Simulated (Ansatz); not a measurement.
# Ag in Ansatz: reference runs

Reference runs on Ag: the cell as given.

Program: Ansatz 0.2.0. These are calculated values, not measurements. Logs are shortened: lines on timing, memory, paths and dates and some standing lists are left out, and cuts for length are marked.

## 1. The cell of the first run

The cell holds a slab with vacuum, 5 atoms: a = 2.930 Å, b = 2.930 Å, c = 24.580 Å, α = 90.00°, β = 90.00°, γ = 120.00°.

## 2. Single point, PBE (the (0 0 1) slab of Ag, cut from the database cell, not relaxed)

The input, input.yaml:

```yaml
crystal:
  lattice:
    - [2.9299980804, 0.0, 0.0]
    - [-1.4649990402, 2.5374527707, 0.0]
    - [0.0, 0.0, 24.58]
  atoms:
    - { symbol: Ag, position: [0.3333333333, 0.6666666666, 0.3051261188] }
    - { symbol: Ag, position: [0.6666666667, 0.3333333334, 0.4025630594] }
    - { symbol: Ag, position: [0.3333333333, 0.6666666666, 0.5] }
    - { symbol: Ag, position: [0.6666666667, 0.3333333334, 0.5974369406] }
    - { symbol: Ag, position: [0.3333333333, 0.6666666666, 0.6948738812] }
hamiltonian:
  xc: pbe
  pseudopotentials: { kind: paw }
kpoints:
  mp_grid: { grid: [10, 10, 1] }
scf:
  occupations: { method: fermi_dirac, width: 0.05 }
output:
  forces: true
  eigenvalues: true
efield:
  axis: 3
  dipole_correction: true
  ramp_width: 0.04
```

Potentials or basis: Ansatz PAW.

Launch:

```console
$ ansatz run input.yaml --threads 4 --pin off --max-ram 11264MiB --backend cpu --events-out ev --progress --plain --runs-dir out
```

Log:

```text
Warning: RAYON_NUM_THREADS=4 ignored (pool sized by the plan → 4); use --threads N
Engine: ansatz 0.2.0, aarch64-unknown-linux-gnu
Pseudopotentials: kind: paw
Pseudopotential: Ag, paw, valence charge 19, recommended cutoff 420 eV (normal), Ag.paw.azcp
Functional definition: PBE
  parameter kappa = 0.804
  parameter beta = 0.06672455060314922
  exchange = pbe_x(kappa = kappa, mu = beta*pi^2/3)
  correlation = pbe_c(beta = beta)
Crystal: 5 atoms, lattice volume = 182.746 Å³
Basis set: ecut = 420 eV, 3539 PW (Γ), exchange–correlation on 40×40×360 points (8 copies of the dense FFT grid, shifted against one another)
Bands: 57, of which v1, the nominal top of the filled ones, is band 48 counted from 1 (47 counted from 0)
Symmetry: 6 space group operations
k-points: 14 of 100 (time reversal used)
Non-local potential: Ag, projectors of the file, l = 0: 3, l = 1: 2, l = 2: 2, l = 3: 1
PAW form: soft (Blöchl's): semilocal exchange-correlation on the pseudo side does not see the compensation charge
PAW one-centre angular grid: Ag, 590 points (default); XC on 64 Gauss nodes
Initial density: superposition of atomic densities (neutral atoms: chi_scale 0, normalization atom), corrected by the library's trained network
Initial wavefunctions: pseudopotential atomic-orbital guess
Functional: x = pbe(κ = 0.804, μ = 0.2195149727645171), c = pbe(β = 0.06672455060314922)
SCF iter   1: F=—  HF=-37952.048875 eV  |F-HF|=—  |Δ(HF+E_count)|=         —  Δρ=1.90e-3  dr2=5.90e-2  ethr=1.77e-3  p=0.000 e·Å  D=3.86e-14 V/Å  ΔV_dip=-0.00 eV  dr2_dipole=2.11e-6  V_vac-E_F(+/−)=4.43/4.43 eV  ⟨swp⟩=7.0  Hψ=3142  notcnv=0  defer=12
efield: sawtooth ramp at fractional position 0.9800 (placed from the atoms, in the widest stretch of the axis that holds none; the zero of the levels goes with the place), width 0.0400; the density the first Hamiltonian is built on has a dipole p = 0.000 e·Å; the dipole correction subtracts the counter field D = 3.86e-14 V/Å, which shifts the + side's vacuum level by -0.00 eV against the − side's; the planar-averaged density in the ramp window peaks in size at 1.3e-5 e/Å³
preconditioner: auto → LDOS  [insulator: Δε(μ)=0.260 eV  Ē_g=9.237 eV  σ=0.050 eV  W_gap=0.84  n_scr=18 (ndim 8)  ℏωp=20.4 eV  f_vac=0.481  D(μ)=0.75/eV (n_scr^D=6)  ε∞_Penn≈5.9  β→1.0]
SCF iter   2: F=—  HF=-37952.055398 eV  |F-HF|=—  |Δ(HF+E_count)|=   6.52e-3  Δρ=2.48e-3  dr2=7.83e-2  ethr=6.21e-5  p=-0.000 e·Å  D=-3.09e-5 V/Å  ΔV_dip=0.00 eV  dr2_dipole=2.48e-5  V_vac-E_F(+/−)=4.53/4.53 eV  ⟨swp⟩=2.9  Hψ=1446  notcnv=0  defer=36
SCF iter   3: F=—  HF=-37952.047688 eV  |F-HF|=—  |Δ(HF+E_count)|=   7.71e-3  Δρ=6.69e-4  dr2=1.56e-3  ethr=6.21e-5  p=0.000 e·Å  D=9.15e-6 V/Å  ΔV_dip=-0.00 eV  dr2_dipole=3.43e-8  V_vac-E_F(+/−)=4.54/4.54 eV  ⟨swp⟩=2.0  Hψ=1201  notcnv=0  defer=36
SCF iter   4: F=—  HF=-37952.047316 eV  |F-HF|=—  |Δ(HF+E_count)|=   3.73e-4  Δρ=1.05e-4  dr2=1.05e-4  ethr=1.64e-6  p=0.000 e·Å  D=1.75e-5 V/Å  ΔV_dip=-0.00 eV  dr2_dipole=2.08e-7  V_vac-E_F(+/−)=4.55/4.55 eV  ⟨swp⟩=2.1  Hψ=1282  notcnv=0  defer=36
SCF iter   5: F=—  HF=-37952.047310 eV  |F-HF|=—  |Δ(HF+E_count)|=   5.34e-6  Δρ=3.52e-5  dr2=2.30e-6  ethr=1.11e-7  p=0.000 e·Å  D=1.33e-6 V/Å  ΔV_dip=-0.00 eV  dr2_dipole=1.40e-8  V_vac-E_F(+/−)=4.55/4.55 eV  ⟨swp⟩=2.0  Hψ=1162  notcnv=0  defer=36
SCF iter   6: F=—  HF=-37952.047421 eV  |F-HF|=—  |Δ(HF+E_count)|=   1.10e-4  Δρ=1.17e-5  dr2=2.35e-7  ethr=2.42e-9  p=0.000 e·Å  D=1.30e-6 V/Å  ΔV_dip=-0.00 eV  dr2_dipole=1.56e-10  V_vac-E_F(+/−)=4.55/4.55 eV  ⟨swp⟩=2.2  Hψ=1215  notcnv=0  defer=36
SCF iter   7: F=-37952.047421 eV  HF=-37952.047421 eV  |F-HF|=1.15e-8  |Δ(HF+E_count)|=   1.16e-7  Δρ=3.65e-6  dr2=1.99e-8  ethr=1.05e-10  p=0.000 e·Å  D=4.47e-7 V/Å  ΔV_dip=-0.00 eV  dr2_dipole=4.28e-12  V_vac-E_F(+/−)=4.55/4.55 eV  ⟨swp⟩=12.7  Hψ=3765  notcnv=0
SCF 1 converged in 7 iterations: F = -37952.047421 eV  dr2 = 1.99e-8
SCF converged after 7 iterations
Free energy (F): -37952.047421 eV
Harris-Foulkes:  -37952.047421 eV  (|F-HF|=1.15e-8)
Internal energy: -37952.037084 eV  (E = F + TS)
E sigma→0 (E₀):  -37952.042252 eV
Entropy (-TS):   -0.010337 eV (-2.067 meV/atom)
Fermi energy:    5.666872 eV
Dipole field:    D = -0.000002 V/Å  (p = -0.000002 e·Å, saw-weighted, corrected)
Work function:   Φ+ = 4.5503 eV   Φ− = 4.5502 eV
Levels:          The Fermi level and band energies are counted from a zero that moves with the ramp; work functions are not
--- Per-component energies (eV) ---
  E_band       = -2257.018638
  E_kinetic    = 2634.977487
  E_local      = -133146.512635  (includes V_loc(G=0)·N_el)
  E_nonlocal   = 401.289501
  E_hartree    = 65542.400853
  E_xc         = -922.176433
  E_vxc        = -1171.391666  (∫ρ·V_xc dr)
  E_paw        = -19511.504569  (= ΣΔE_a)
  E_vpaw       = -2060.183865  (= ΣTr[D̂ρ^β])
  E_aug_tail   = 0.001627  (compensation charges beyond the density's cutoff)
  E_efield     = 0.000000  (sawtooth field / dipole correction)
  E_vefield    = 0.000000  (∫n·V_field dr)
  E_ewald      = 47049.487085
  E_smearing   = -0.010337  (= −TS)
  E_closure    = -0.000000  (closes the sum)
  Σ components = -37952.047421   (vs F -37952.047421, Δ=0.00e0)
--- Forces (eV/Å), atoms counted from 1 ---
  atom   1  Ag    -0.00000000     0.00000000    -0.04750731
  atom   2  Ag     0.00000000     0.00000000     0.08400260
  atom   3  Ag    -0.00000000     0.00000000    -0.00000003
  atom   4  Ag    -0.00000000     0.00000000    -0.08400237
  atom   5  Ag     0.00000000     0.00000000     0.04750734
  max |Σ_I F_I| component: 2.29e-7 eV/Å
--- Band table (eV; the first three rows and the last of 14) ---
  k-point 0: bands = ["-86.1555", "-86.1554", "-85.9996", "-85.9782", "-85.9782", "-49.6494", "-49.6345", "-49.5857", "-49.5857", "-49.5854", "-49.5854", "-49.4838", "-49.4310", "-49.4298", "-49.4167", "-49.4167", "-49.4167", "-49.4167", "-49.4142", "-49.4142", "-1.4901", "-0.8907", "-0.3312", "-0.2028", "-0.1971", "1.0860", "1.0862", "1.1009", "1.1009", "1.1424", "1.1424", "1.2629", "1.2629", "1.3471", "1.3471", "1.4362", "1.4362", "1.6215", "1.8827", "1.8827", "2.1372", "2.1372", "2.4441", "2.4441", "2.5828", "2.5828", "2.6770", "2.6770", "3.0536", "5.0620", "5.9661", "9.6358", "10.1478", "10.5846", "11.9678", "12.4132", "14.7049"]
  k-point 1: bands = ["-86.1546", "-86.1545", "-85.9987", "-85.9773", "-85.9773", "-49.6468", "-49.6333", "-49.5963", "-49.5960", "-49.5884", "-49.5880", "-49.4829", "-49.4307", "-49.4294", "-49.4266", "-49.4264", "-49.4236", "-49.4193", "-49.4192", "-49.4167", "-1.2291", "-0.6426", "-0.1728", "-0.0221", "0.0260", "0.9788", "1.0152", "1.0627", "1.0703", "1.2201", "1.2205", "1.2588", "1.2667", "1.3738", "1.3902", "1.4524", "1.5102", "1.5625", "1.7658", "1.8387", "2.1092", "2.1332", "2.1466", "2.3790", "2.4246", "2.5872", "2.6409", "2.7005", "3.6348", "5.4445", "6.5067", "9.8257", "10.3804", "10.7796", "12.1989", "12.6202", "14.9194"]
  k-point 2: bands = ["-86.1523", "-86.1522", "-85.9965", "-85.9750", "-85.9750", "-49.6403", "-49.6308", "-49.6237", "-49.6224", "-49.5952", "-49.5948", "-49.4816", "-49.4527", "-49.4523", "-49.4496", "-49.4277", "-49.4275", "-49.4260", "-49.4259", "-49.4233", "-0.5678", "-0.1124", "0.1156", "0.3086", "0.4071", "0.7986", "0.8503", "0.8753", "1.0051", "1.0967", "1.1598", "1.4052", "1.4702", "1.5261", "1.5301", "1.6000", "1.6150", "1.6815", "1.8063", "1.9076", "1.9342", "1.9560", "2.1170", "2.3395", "2.3878", "2.5948", "2.7437", "3.0805", "4.4782", "6.3386", "7.7906", "10.3938", "11.0804", "11.3978", "12.8939", "13.2434", "15.5479"]
  k-point 13: bands = ["-86.1450", "-86.1450", "-85.9895", "-85.9680", "-85.9680", "-49.6720", "-49.6698", "-49.6509", "-49.6503", "-49.6231", "-49.6180", "-49.4986", "-49.4977", "-49.4931", "-49.4801", "-49.4790", "-49.4784", "-49.4744", "-49.4219", "-49.4219", "0.1709", "0.3039", "0.4158", "0.4896", "0.6195", "0.6635", "0.6836", "0.8068", "0.9861", "1.1738", "1.2241", "1.2426", "1.4367", "1.4621", "1.6269", "1.6419", "1.8023", "1.8065", "2.1166", "2.4081", "2.4529", "2.5239", "2.6293", "2.7389", "2.7780", "7.4261", "7.9787", "8.9532", "9.7029", "9.8601", "10.1048", "10.8246", "10.9566", "11.5101", "11.9587", "12.3027", "12.8614"]
```

Wall time 2.2 s (4 threads of Arm Neoverse V2, shared host); peak memory 0.51 GiB.

Results:

- Free energy: -37952.0474 eV
- Largest force: 0.084 eV/Å
- Band gap on the k mesh: none (metal or under the smearing width)
- Work function of the upper face: 4.55 eV
- Work function of the lower face: 4.55 eV
- Dipole across the slab: 0.000 e·Å

Forces in eV/Å, atoms in the order of the input:
```
Ag   0.000  0.000 -0.048
Ag   0.000  0.000  0.084
Ag   0.000  0.000  0.000
Ag   0.000  0.000 -0.084
Ag   0.000  0.000  0.048
```
